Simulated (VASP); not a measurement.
**GaN in VASP 6.6.1, single-point calculation**

INCAR

```
EDIFF = 1E-7
NSW = 0
NELECT = 18.02
PREC = Accurate
ISIF = 2
METAGGA = R2SCAN
LCHARG = .FALSE.
SIGMA = 0.01
NELM = 120
NBANDS = 16
IBRION = -1
LREAL = .FALSE.
ISMEAR = 0
ENCUT = 520
LASPH = .TRUE.
ALGO = Normal
LWAVE = .FALSE.
```

KPOINTS

```
KPOINTS created by Atomic Simulation Environment
0
Gamma
10 10 10
0 0 0
```

POSCAR

```
Ga N
 1.0000000000000000
     0.0000000000000000    2.2039734903000001    2.2039734903000001
     2.2039734903000001    0.0000000000000000    2.2039734903000001
     2.2039734903000001    2.2039734903000001    0.0000000000000000
 Ga  N
   1   1
Cartesian
  0.0000000000000000  0.0000000000000000  0.0000000000000000
  1.1019867451500001  1.1019867451500001  1.1019867451500001
```

The recommended PBE PAW datasets give the neutral cell 18 valence electrons.

Command

```
mpirun -np 1 vasp_std
```

How does this run end, and what does it give?

It converged. Results: pressure 17.5 GPa.

OSZICAR

```
N       E                     dE             d eps       ncg     rms          rms(c)
DAV:   1     0.711710955637E+02    0.71171E+02   -0.95444E+03  1688   0.212E+03
DAV:   2    -0.210580695663E+02   -0.92229E+02   -0.86546E+02  1736   0.338E+02
DAV:   3    -0.266184716450E+02   -0.55604E+01   -0.55384E+01  1704   0.717E+01
DAV:   4    -0.266831134251E+02   -0.64642E-01   -0.64634E-01  1936   0.804E+00
DAV:   5    -0.266839057453E+02   -0.79232E-03   -0.79231E-03  1752   0.792E-01    0.749E+00
DAV:   6    -0.215684539479E+02    0.51155E+01   -0.35718E+00  2296   0.429E+01    0.254E+00
DAV:   7    -0.216406014954E+02   -0.72148E-01   -0.51305E-01  1672   0.730E+00    0.179E+00
DAV:   8    -0.216509170544E+02   -0.10316E-01   -0.32955E-02  2016   0.490E+00    0.260E-01
DAV:   9    -0.216497798928E+02    0.11372E-02   -0.11509E-02  2216   0.271E+00    0.131E-01
DAV:  10    -0.216498715153E+02   -0.91623E-04   -0.84083E-04  1792   0.264E-01    0.122E-01
DAV:  11    -0.216498619188E+02    0.95966E-05   -0.96196E-05  1976   0.124E-01    0.101E-01
DAV:  12    -0.216498792321E+02   -0.17313E-04   -0.17229E-04  1816   0.137E-01    0.503E-02
DAV:  13    -0.216498720904E+02    0.71416E-05   -0.10819E-05  1832   0.619E-02    0.317E-02
DAV:  14    -0.216498720752E+02    0.15204E-07   -0.14015E-05  1944   0.586E-02    0.117E-02
DAV:  15    -0.216498725218E+02   -0.44658E-06   -0.30376E-06  2016   0.224E-02    0.563E-03
DAV:  16    -0.216498726298E+02   -0.10796E-06   -0.15897E-07  1400   0.395E-03    0.506E-03
DAV:  17    -0.216498727577E+02   -0.12793E-06   -0.25977E-07  1688   0.103E-02    0.250E-03
DAV:  18    -0.216498728232E+02   -0.65515E-07   -0.44037E-07  1824   0.875E-03
   1 F= -.21649873E+02 E0= -.21649862E+02  d E =-.212006E-04
```

Standard output (part)

```
POSCAR found type information on POSCAR GaN
 POSCAR found :  2 types and       2 ions
 LDA part: xc-table for (None), standard interpolation
 POSCAR, INCAR and KPOINTS ok, starting setup
 WAVECAR not read
 entering main loop
 the old and the new charge density differ
    0.749E+00
```

The cell is charged and sits in a uniform background.

For comparison, a separate r²SCAN run of the intended cell, on usual settings and not on those above, gives a gap of 2.56 eV on its mesh and a pressure of 14.8 GPa.
